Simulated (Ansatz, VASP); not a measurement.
# GaP in two plane-wave programs

One calculation is typed for both programs; each brings its own data sets. How far apart do they land? The cell is taken from a series of runs on this material, whose earlier steps may have relaxed, scaled, displaced or heated it; both programs get it as it stands.

Program: Ansatz 0.2.0. Level of theory: plane waves, with VASP 6.6.1 beside it; LDA. Results are calculated unless marked as measured.

**1. Set-up**

It takes space group I-4m2 (No. 119, tetragonal). Conventional cell: a = 3.736 Å, b = 3.736 Å, c = 5.487 Å, α = 90.00°, β = 90.00°, γ = 90.00°. Nearest to P lie 4 Ga at 2.32 Å. Ga has 4 P at 2.32 Å nearest. Farther neighbours are not listed.

**2. VASP: zone-centre phonons, LDA**

Second derivatives magnify differences that forces hide, and they need a tight electronic threshold.

Lines of VASP's logs that name or quote its potential files are left out, and so is its time.

File INCAR:

```
SYSTEM = GaP
PREC = Accurate
ENCUT = 500
EDIFF = 1E-08
NELM = 120
ISMEAR = 0
SIGMA = 0.01
LREAL = .FALSE.
ALGO = Normal
GGA = PW92
NBANDS = 15
LORBIT = 11
LWAVE = .FALSE.
LCHARG = .FALSE.
ISIF = 2
IBRION = 8
LEPSILON = .TRUE.
LASPH = .TRUE.
GGA_COMPAT = .FALSE.
EFERMI = MIDGAP
KPAR = 2
```

File POSCAR:

```
GaP
1.0
    0.0000000000      2.6417915974      2.7435719588
    2.6417915974      0.0000000000      2.7435719588
    2.6417915974      2.6417915974      0.0000000000
P Ga
1 1
Direct
    0.7500000000      0.7500000000      0.7500000000
    0.0000000000      0.0000000000      0.0000000000
```

File KPOINTS:

```
Automatic mesh
0
Gamma
12 12 12
0 0 0
```

PAW data sets: P and Ga_d (LDA family, release 64).

Command:

```console
$ mpirun -np 2 vasp_std
```

Numbers of over 12 decimals in the logs are rounded to 6 here.

Log:

```text
[banner, memory and clock lines left out]
running    2 mpi-ranks, on    1 nodes
 distrk:  each k-point on    1 cores,    2 groups
 distr:  one band on    1 cores,    1 groups

 POSCAR found type information on POSCAR P Ga
 POSCAR found :  2 types and       2 ions
|                                                                             |
|               ----> ADVICE to this user running VASP <----                  |
|                                                                             |
|     You enforced a specific xc type in the INCAR file but a different       |
|     [... a line on the potential file left out ...]
|     I HOPE YOU KNOW WHAT YOU ARE DOING!                                     |
|                                                                             |

 LDA part: xc-table for (Slater(with rela. corr.)+PW92), standard interpolation
 POSCAR, INCAR and KPOINTS ok, starting setup
 FFT: planning ... GRIDC
 FFT: planning ... GRID_SOFT
 FFT: planning ... GRID
 WAVECAR not read
 entering main loop
       N       E                     dE             d eps       ncg     rms          rms(c)
DAV:   1     0.780922853085E+02    0.78092E+02   -0.89503E+03  5080   0.171E+03
DAV:   2    -0.475875222352E+01   -0.82851E+02   -0.79195E+02  5534   0.314E+02
DAV:   3    -0.106802766910E+02   -0.59215E+01   -0.59003E+01  6206   0.677E+01
DAV:   4    -0.107768515391E+02   -0.96575E-01   -0.96549E-01  6075   0.928E+00
DAV:   5    -0.107787981186E+02   -0.19466E-02   -0.19464E-02  6367   0.115E+00    0.460E+00
DAV:   6    -0.104913589474E+02    0.28744E+00   -0.39360E-01  7703   0.116E+01    0.298E+00
DAV:   7    -0.104381138186E+02    0.53245E-01   -0.99497E-02  6454   0.235E+00    0.110E+00
DAV:   8    -0.104335300989E+02    0.45837E-02   -0.12660E-02  6264   0.132E+00    0.229E-01
DAV:   9    -0.104334853033E+02    0.44796E-04   -0.10751E-03  7183   0.425E-01    0.624E-02
DAV:  10    -0.104334798019E+02    0.55014E-05   -0.55500E-05  7461   0.957E-02    0.238E-02
DAV:  11    -0.104334856427E+02   -0.58409E-05   -0.93226E-06  6472   0.449E-02    0.801E-03
DAV:  12    -0.104334854205E+02    0.22228E-06   -0.53433E-07  6382   0.834E-03    0.524E-03
DAV:  13    -0.104334853955E+02    0.24917E-07   -0.20048E-07  6423   0.464E-03    0.905E-04
DAV:  14    -0.104334853947E+02    0.84583E-09   -0.99973E-09  4229   0.120E-03
   1 F= -.10433485E+02 E0= -.10433485E+02  d E =0.000000E+00
 Linear response reoptimize wavefunctions to high precision
DAV:   1    -0.104334853948E+02   -0.98225E-10   -0.17749E-09  5162   0.427E-04
DAV:   2    -0.104334853948E+02   -0.46384E-10   -0.22131E-10  3110   0.139E-04
 Linear response G [H, r] |phi>, progress :
  Direction:   1
       N       E                     dE             d eps       ncg     rms
RMM:   1    -0.402624847932E+02   -0.40262E+02    0.16498E+02  5670   0.241E+02
RMM:   2    -0.477778459891E+02   -0.75154E+01   -0.20714E+01 10147   0.360E+01
RMM:   3    -0.487398102974E+02   -0.96196E+00   -0.19747E+00 10223   0.883E+00
RMM:   4    -0.487785645128E+02   -0.38754E-01   -0.17230E-01 10631   0.232E+00
RMM:   5    -0.487749804465E+02    0.35841E-02   -0.75386E-04 10697   0.593E-01
RMM:   6    -0.487759627206E+02   -0.98227E-03   -0.17637E-03 10759   0.198E-01
RMM:   7    -0.487758559228E+02    0.10680E-03    0.16549E-04 10816   0.715E-02
RMM:   8    -0.487758938835E+02   -0.37961E-04   -0.58616E-05 10868   0.288E-02
RMM:   9    -0.487758882400E+02    0.56435E-05    0.26489E-05 10831   0.122E-02
RMM:  10    -0.487758901791E+02   -0.19391E-05    0.14271E-05 10728   0.554E-03
RMM:  11    -0.487758895993E+02    0.57980E-06    0.23575E-05  9610   0.253E-03
RMM:  12    -0.487758901247E+02   -0.52545E-06    0.15565E-05  8213   0.123E-03
RMM:  13    -0.487758898505E+02    0.27419E-06    0.18474E-05  6742   0.655E-04
RMM:  14    -0.487758901787E+02   -0.32818E-06    0.15048E-05  5656   0.391E-04
RMM:  15    -0.487758899781E+02    0.20058E-06    0.17361E-05  5137   0.277E-04
RMM:  16    -0.487758901904E+02   -0.21227E-06    0.15506E-05  4872   0.223E-04
RMM:  17    -0.487758898934E+02    0.29699E-06    0.14502E-05  4654   0.198E-04
RMM:  18    -0.487758901780E+02   -0.28461E-06    0.20110E-05  4409   0.187E-04
RMM:  19    -0.487758901319E+02    0.46105E-07    0.17499E-05  4222   0.180E-04
RMM:  20    -0.487758900727E+02    0.59221E-07    0.15476E-05  4074   0.179E-04
RMM:  21    -0.487758899566E+02    0.11614E-06    0.21207E-05  3964   0.177E-04
 Linear response G [H, r] |phi>, progress :
  Direction:   2
       N       E                     dE             d eps       ncg     rms
RMM:   1    -0.378278169971E+02   -0.37828E+02    0.16747E+02  5707   0.238E+02
RMM:   2    -0.430355250649E+02   -0.52077E+01   -0.18004E+01 10048   0.346E+01
RMM:   3    -0.440646340671E+02   -0.10291E+01   -0.17786E+00 10153   0.863E+00
[...]
RMM:   4    -0.104377688244E+01   -0.18471E-01   -0.24595E-02 29215   0.894E-01    0.156E-01
RMM:   5    -0.105032689984E+01   -0.65500E-02   -0.15800E-03 30101   0.259E-01    0.343E-02
RMM:   6    -0.105328893755E+01   -0.29620E-02   -0.22085E-04 30019   0.832E-02    0.261E-02
RMM:   7    -0.105331025201E+01   -0.21314E-04   -0.42405E-05 29773   0.294E-02    0.242E-03
RMM:   8    -0.105345216490E+01   -0.14191E-03   -0.10756E-05 30728   0.951E-03    0.808E-04
[...]
RMM:   8    -0.109499474739E+01   -0.15133E-03   -0.11003E-06 17997   0.104E-02    0.890E-04
RMM:   9    -0.109496902615E+01    0.25721E-04    0.33930E-08 17822   0.391E-03    0.309E-04
RMM:  10    -0.109496705809E+01    0.19681E-05    0.84778E-08 17778   0.149E-03    0.109E-04
RMM:  11    -0.109496436158E+01    0.26965E-05    0.51076E-08 17110   0.618E-04    0.685E-05
RMM:  12    -0.109496332439E+01    0.10372E-05    0.10538E-08 14027   0.242E-04    0.236E-05
RMM:  13    -0.109496311026E+01    0.21413E-06    0.36357E-10  7363   0.107E-04    0.365E-06
 change of polarisation eV/A/(eV/A) component  3 :     0.766     0.179     2.077
 dielectric tensor                  component  3 :     3.619     0.845    10.816
 Linear response DOF=           4
 Linear response progress:
  Degree of freedom:   1/  4
       N       E                     dE             d eps       ncg     rms          rms(c)
RMM:   1    -0.506674290252E-01   -0.50667E-01    0.55447E-03 34059   0.185E+00
RMM:   2    -0.472850652727E-01    0.33824E-02   -0.61916E-03 25949   0.562E-01    0.123E-01
RMM:   3    -0.473383406520E-01   -0.53275E-04   -0.53838E-04 28796   0.181E-01    0.598E-02
RMM:   4    -0.476111121039E-01   -0.27277E-03   -0.75375E-05 28205   0.667E-02    0.116E-02
RMM:   5    -0.476250833881E-01   -0.13971E-04   -0.79989E-06 30212   0.225E-02    0.698E-03
RMM:   6    -0.476087907069E-01    0.16293E-04   -0.15037E-06 28310   0.802E-03    0.387E-03
RMM:   7    -0.476095192223E-01   -0.72852E-06   -0.23240E-07 29878   0.314E-03    0.798E-04
RMM:   8    -0.476075033019E-01    0.20159E-05   -0.31301E-08 29071   0.108E-03    0.126E-04
RMM:   9    -0.476072550072E-01    0.24829E-06   -0.83416E-09 30043   0.341E-04    0.177E-05
RMM:  10    -0.476072704153E-01   -0.15408E-07    0.34352E-10 28906   0.112E-04    0.411E-06
RMM:  11    -0.476072728158E-01   -0.24005E-08   -0.21756E-10 29908   0.428E-05    0.519E-06
 first order change of Fermi-energy   0.36393E-04
 force on displaced ion       1 direction 1 : -10.978   0.000   0.000
 Born effective charge ion    1 direction 1 :  -1.988   0.000   0.000
 Linear response progress:
  Degree of freedom:   2/  4
       N       E                     dE             d eps       ncg     rms          rms(c)
RMM:   1    -0.506413924479E-01   -0.50641E-01    0.11165E-02 19199   0.190E+00
RMM:   2    -0.476129483223E-01    0.30284E-02   -0.61943E-03 15330   0.557E-01    0.128E-01
RMM:   3    -0.477067158345E-01   -0.93768E-04   -0.52119E-04 16781   0.178E-01    0.622E-02
RMM:   4    -0.480018598691E-01   -0.29514E-03   -0.80337E-05 16449   0.681E-02    0.119E-02
RMM:   5    -0.480138405313E-01   -0.11981E-04   -0.89733E-06 17609   0.231E-02    0.691E-03
RMM:   6    -0.479977715486E-01    0.16069E-04   -0.13974E-06 16544   0.800E-03    0.430E-03
RMM:   7    -0.479978755240E-01   -0.10398E-06   -0.22851E-07 17405   0.309E-03    0.414E-04
RMM:   8    -0.479955296925E-01    0.23458E-05   -0.27380E-08 16871   0.102E-03    0.158E-04
RMM:   9    -0.479951899594E-01    0.33973E-06   -0.33959E-09 17532   0.318E-04    0.226E-05
RMM:  10    -0.479952727969E-01   -0.82837E-07    0.61845E-10 16966   0.108E-04    0.339E-06
RMM:  11    -0.479952632251E-01    0.95718E-08   -0.25826E-10 17401   0.401E-05    0.512E-06
 first order change of Fermi-energy  -0.15421E+01
 force on displaced ion       1 direction 3 :  -0.000  -0.000 -11.159
 Born effective charge ion    1 direction 3 :   0.000   0.000  -2.148
 Linear response progress:
  Degree of freedom:   3/  4
       N       E                     dE             d eps       ncg     rms          rms(c)
RMM:   1    -0.166979533335E+00   -0.16698E+00    0.13817E-01 17981   0.884E+00
RMM:   2    -0.164985926959E+00    0.19936E-02   -0.27550E-02 27751   0.146E+00    0.575E-02
RMM:   3    -0.165347417980E+00   -0.36149E-03   -0.40267E-03 29058   0.430E-01    0.427E-02
RMM:   4    -0.165222928697E+00    0.12449E-03   -0.11446E-03 30618   0.157E-01    0.139E-02
RMM:   5    -0.165202857875E+00    0.20071E-04   -0.34076E-05 30514   0.389E-02    0.469E-03
RMM:   6    -0.165208528331E+00   -0.56705E-05   -0.39862E-06 30018   0.137E-02    0.946E-04
RMM:   7    -0.165209778715E+00   -0.12504E-05   -0.48927E-07 30201   0.549E-03    0.155E-04
RMM:   8    -0.165208535341E+00    0.12434E-05   -0.25960E-07 30413   0.232E-03    0.391E-05
RMM:   9    -0.165208282315E+00    0.25303E-06   -0.11859E-07 30621   0.978E-04    0.234E-05
RMM:  10    -0.165208175624E+00    0.10669E-06   -0.72130E-08 30757   0.436E-04    0.666E-06
RMM:  11    -0.165208227158E+00   -0.51534E-07   -0.35420E-08 30601   0.203E-04    0.599E-06
RMM:  12    -0.165208187931E+00    0.39228E-07   -0.71666E-10 30497   0.968E-05    0.311E-06
RMM:  13    -0.165208186930E+00    0.10009E-08    0.16367E-09 30079   0.475E-05    0.211E-06
 first order change of Fermi-energy  -0.13394E-04
 force on displaced ion       2 direction 1 : -10.944  -0.000  -0.000
 Born effective charge ion    2 direction 1 :   1.976   0.000   0.000
 Linear response progress:
  Degree of freedom:   4/  4
       N       E                     dE             d eps       ncg     rms          rms(c)
RMM:   1    -0.167560004761E+00   -0.16756E+00    0.10453E-01 10588   0.860E+00
RMM:   2    -0.165387207987E+00    0.21728E-02   -0.27084E-02 16065   0.142E+00    0.595E-02
RMM:   3    -0.165667140040E+00   -0.27993E-03   -0.38239E-03 16932   0.422E-01    0.460E-02
RMM:   4    -0.165546025414E+00    0.12111E-03   -0.71490E-04 17651   0.138E-01    0.133E-02
RMM:   5    -0.165530565807E+00    0.15460E-04   -0.35897E-05 17859   0.372E-02    0.425E-03
RMM:   6    -0.165532928723E+00   -0.23629E-05   -0.59133E-06 17424   0.133E-02    0.901E-04
RMM:   7    -0.165533226290E+00   -0.29757E-06   -0.31874E-08 17667   0.531E-03    0.160E-04
RMM:   8    -0.165532284734E+00    0.94156E-06   -0.59052E-07 17645   0.223E-03    0.959E-05
RMM:   9    -0.165531994809E+00    0.28992E-06   -0.87990E-08 17782   0.924E-04    0.367E-05
RMM:  10    -0.165531666635E+00    0.32817E-06   -0.11841E-07 17452   0.421E-04    0.854E-06
RMM:  11    -0.165531767863E+00   -0.10123E-06   -0.57625E-08 17685   0.194E-04    0.816E-06
RMM:  12    -0.165531724466E+00    0.43397E-07    0.42647E-09 17868   0.901E-05    0.223E-06
RMM:  13    -0.165531721322E+00    0.31434E-08   -0.13605E-08 17777   0.435E-05    0.132E-06
 first order change of Fermi-energy   0.15427E+01
 force on displaced ion       2 direction 3 :   0.000   0.000 -11.151
 Born effective charge ion    2 direction 3 :   0.000   0.000   2.138
 Born effective charges drift removed
 Linear response finished
```

From OUTCAR (step 2):

```text
ion  position               nearest neighbor table
   1  0.750  0.750  0.750-   2 2.32   2 2.32   2 2.32   2 2.32
   2  0.000  0.000  0.000-   1 2.32   1 2.32   1 2.32   1 2.32

  LATTYP: Found a body centered tetragonal cell.
 ALAT       =     3.7360575060
 C/A-ratio  =     1.4686989986

 Subroutine GETGRP returns: Found  8 space group operations
 (whereof  8 operations were pure point group operations)

The static configuration has the point symmetry D_2d.

 Found    163 irreducible k-points:

   k-points           NKPTS =    163   k-points in BZ     NKDIM =    163   number of bands    NBANDS=     15

   dimension x,y,z NGX =    28 NGY =   28 NGZ =   28
   dimension x,y,z NGXF=    56 NGYF=   56 NGZF=   56

   ENCUT  =  500.0 eV  36.75 Ry    6.06 a.u.   6.94  6.94  6.81*2*pi/ulx,y,z

   NELECT =      18.0000    total number of electrons

 k-points in reciprocal lattice and weights: Automatic mesh
   0.00000000  0.00000000  0.00000000       0.001
   0.08333333 -0.00000000  0.00000000       0.005
   0.16666667  0.00000000  0.00000000       0.005
   0.25000000  0.00000000  0.00000000       0.005
   0.33333333 -0.00000000  0.00000000       0.005
   0.41666667  0.00000000  0.00000000       0.005
   0.50000000  0.00000000  0.00000000       0.002
   0.08333333  0.08333333  0.00000000       0.001
   0.16666667  0.08333333  0.00000000       0.005
[...]
-0.33333333  0.16666667  0.50000000       0.002
  -0.25000000  0.25000000  0.50000000       0.001

 average (electrostatic) potential at core
       1 -84.0881       2 -66.0629

  Total        0.7719874      0.7719874      0.0109036      0.0000000      0.0000000      0.0000000
  in kB       32.2981282     32.2981282      0.4561798      0.0000000      0.0000000      0.0000000
  external PRESSURE =      21.6841454 kB  Pullay stress =       0.0000000 kB

  energy-cutoff  :      500.00
  volume of cell :       38.30
      direct lattice vectors                 reciprocal lattice vectors
     0.000000000  2.641791597  2.743571959    -0.189265497  0.189265497  0.182244172
     2.641791597  0.000000000  2.743571959     0.189265497 -0.189265497  0.182244172
     2.641791597  2.641791597  0.000000000     0.189265497  0.189265497 -0.182244172

 POSITION                                       TOTAL-FORCE (eV/Angst)
 -----------------------------------------------------------------------------------
      3.96269      3.96269      4.11536         0.000000      0.000000      0.000000
      0.00000      0.00000      0.00000        -0.000000     -0.000000     -0.000000
 -----------------------------------------------------------------------------------
    total drift:                               -0.000000     -0.000000     -0.000001

 MACROSCOPIC STATIC DIELECTRIC TENSOR (including local field effects in DFT)
 ------------------------------------------------------
          10.438378     0.000000     0.000000
           0.000000    10.438378     0.000000
           0.000000    -0.000000    10.816079
 ------------------------------------------------------

 PIEZOELECTRIC TENSOR (including local field effects)  for field in x, y, z        (C/m^2)
          XX          YY          ZZ          XY          YZ          ZX
  --------------------------------------------------------------------------------
  x     0.00000    -0.00000    -0.00000     0.00000     0.77751     0.00000
  y    -0.00000     0.00000    -0.00000     0.00000     0.00000     0.77752
  z     0.00000     0.00000     0.00000     0.72629     0.00000     0.00000

 BORN EFFECTIVE CHARGES (including local field effects) (in |e|, cummulative output)
 ---------------------------------------------------------------------------------
 ion    1
    1    -1.98299     0.00000     0.00000
    2    -0.00000    -1.98299     0.00000
    3     0.00000     0.00000    -2.14263
 ion    2
    1     1.98299    -0.00000     0.00000
    2     0.00000     1.98299    -0.00000
    3     0.00000     0.00000     2.14263

 Eigenvectors and eigenvalues of the dynamical matrix
 ----------------------------------------------------

   1 f  =   11.275535 THz    70.846275 2PiTHz  376.111359 cm-1    46.631844 meV
             X         Y         Z           dx          dy          dz
      3.962687  3.962687  4.115358    -0.000000    0.000000   -0.832196
      0.000000  0.000000  0.000000     0.000000   -0.000000    0.554482

   2 f  =   11.179514 THz    70.242955 2PiTHz  372.908431 cm-1    46.234732 meV
             X         Y         Z           dx          dy          dz
      3.962687  3.962687  4.115358    -0.000000    0.832497    0.000000
      0.000000  0.000000  0.000000     0.000000   -0.554030   -0.000000

   3 f  =   11.179514 THz    70.242955 2PiTHz  372.908431 cm-1    46.234732 meV
             X         Y         Z           dx          dy          dz
      3.962687  3.962687  4.115358     0.832497    0.000000   -0.000000
      0.000000  0.000000  0.000000    -0.554030   -0.000000    0.000000

   4 f/i=    0.001784 THz     0.011212 2PiTHz    0.059523 cm-1     0.007380 meV
             X         Y         Z           dx          dy          dz
      3.962687  3.962687  4.115358     0.000000    0.000000    0.554482
      0.000000  0.000000  0.000000     0.000000    0.000000    0.832196

   5 f/i=    0.007839 THz     0.049255 2PiTHz    0.261486 cm-1     0.032420 meV
             X         Y         Z           dx          dy          dz
      3.962687  3.962687  4.115358     0.109781    0.543044   -0.000000
      0.000000  0.000000  0.000000     0.164959    0.815990   -0.000000

   6 f/i=    0.007839 THz     0.049255 2PiTHz    0.261486 cm-1     0.032420 meV
             X         Y         Z           dx          dy          dz
      3.962687  3.962687  4.115358     0.543044   -0.109781    0.000000
      0.000000  0.000000  0.000000     0.815990   -0.164959    0.000000

 MACROSCOPIC STATIC DIELECTRIC TENSOR IONIC CONTRIBUTION
 ------------------------------------------------------
           1.695183    -0.000000     0.000000
          -0.000000     1.695183    -0.000000
           0.000000    -0.000000     1.944661
 ------------------------------------------------------

 ELASTIC MODULI CONTR FROM IONIC RELAXATION (kBar)
 Direction    XX          YY          ZZ          XY          YZ          ZX
 --------------------------------------------------------------------------------
 XX           0.0000      0.0000      0.0000      0.0000      0.0000      0.0000
 YY           0.0000      0.0000      0.0000      0.0000      0.0000      0.0000
 ZZ           0.0000      0.0000      0.0000      0.0000      0.0000      0.0000
 XY           0.0000      0.0000      0.0000   -283.5416      0.0000      0.0000
 YZ           0.0000      0.0000      0.0000      0.0000   -293.4466      0.0000
 ZX           0.0000      0.0000      0.0000      0.0000      0.0000   -269.5431
 --------------------------------------------------------------------------------

 PIEZOELECTRIC TENSOR IONIC CONTR  for field in x, y, z        (C/m^2)
          XX          YY          ZZ          XY          YZ          ZX
  --------------------------------------------------------------------------------
  x     0.00000     0.00000     0.00000     0.00000    -0.66366     0.00000
  y     0.00000     0.00000     0.00000     0.00000     0.00000    -0.63606
  z     0.00000     0.00000     0.00000    -0.69872     0.00000     0.00000
```

The dielectric response converges more slowly with the mesh than energies do, so tensor and charges may still move on a finer one.

(Part 1 of 2 ends here.)

[Lines on the potential files, build, host, timing and source positions are cut from VASP's logs without a mark.]

[Logs are printed without paths, hosts, clocks, repeated set-up lines and the standing remarks that a program may print on its own settings, such as how far it seeks lower states.]

[Hosts, paths, dates, database ids (printed as entryN), source tags and the programs' standing remarks are cut or masked in the printed files.]
